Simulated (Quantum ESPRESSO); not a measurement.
Runs of Quantum ESPRESSO 7.5 on I. It takes space group Fmmm (No. 69, orthorhombic). The conventional cell has a = 4.384 Å, b = 4.731 Å, c = 7.820 Å, α = 90.00°, β = 90.00°, γ = 90.00°. I (site symmetry mmm) is surrounded by 4 I at 3.23 Å. 

```tsv
level	potentials or basis	spin	form of the LDA correlation	gap on the mesh (eV)	pressure (GPa)
LDA	PseudoDojo 0.4 FR PBE standard	SOC, no magnetisation	PZ81	none	-1.5
PBEsol	PseudoDojo 0.4 FR PBEsol standard	SOC, no magnetisation	-	none	-0.8
rev-vdW-DF2	PseudoDojo 0.4.1 SR PBE standard	off	-	none	(a)
EV93	PseudoDojo 0.4.1 SR PBE standard	off	-	none	9.5
```

Alike in all rows: task band structure; cell as given; k mesh 9 × 9 × 9; cutoff (eV) 952; smearing fermi-dirac 0.05 eV.

**Question.** Estimate the missing entries.

**Answer.** (a) -0.3.

Caveats: the potentials were made for another functional, which shifts forces and pressure (some runs); spin-orbit coupling is left out, which moves the levels of the heavy elements (some runs); an odd number of electrons without spin polarisation forces a metal (some runs); a magnetic or distorted state may lie lower (some runs); the potentials were made for a functional far from this one (some runs).

A k mesh can miss the band edges, and rows without SOC leave out spin-orbit coupling on I.

A gap of «none» marks a metal or a gap under the smearing width.
